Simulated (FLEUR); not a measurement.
**BeS under changes of volume**

One of the cells (14.261 Å³/atom); the others are scaled copies at fixed shape and fractional positions:

```xyz
2
Lattice="0.0000 2.4250 2.4250 2.4250 0.0000 2.4250 2.4250 2.4250 0.0000" Properties=species:S:1:pos:R:3 pbc="T T T"
S     3.6375    3.6375    3.6375
Be    0.0000    0.0000    0.0000
```

```yaml
Program: FLEUR MaX-R8.1 (later development tree)
Functional: LDA
Potentials_or_basis: all-electron
Basis: FLAPW
Kmax: 5.13 1/bohr
k_mesh: 9 × 9 × 9
Occupations: fermi-dirac, width 0.05 eV
Spin: no spin polarisation
```

| volume (Å³/atom) | energy over the lowest point (meV/atom) | gap on the mesh (eV) |
| --- | --- | --- |
| 13.405 | 3.18 | 2.86 |
| 13.690 | 0.00 | 2.91 |
| 14.261 | 4.93 | 3.00 |
| 14.831 | ? | ? |
| 15.116 | 35.58 | 3.11 |

Task: What does the run at 14.831 Å³/atom give?

Result: Energy over the lowest point 22.65 meV/atom; gap on the mesh 3.07 eV.

Worked out: A Birch-Murnaghan fit of order 2 (a polynomial in V^(-2/3)) to the other rows has its minimum at 13.78 Å³/atom with B0 = V·E''(V) = 103 GPa. It gives 22.68 meV/atom at 14.831 Å³/atom, against the run's 22.65. A straight line through the other rows of the gap, of slope 2.07 eV per unit of ln V, gives 3.07 eV, against the run's 3.07.

Energies are extrapolated to zero smearing.

Caveats: an odd mesh through Γ misses points on the zone boundary, where band edges often lie.
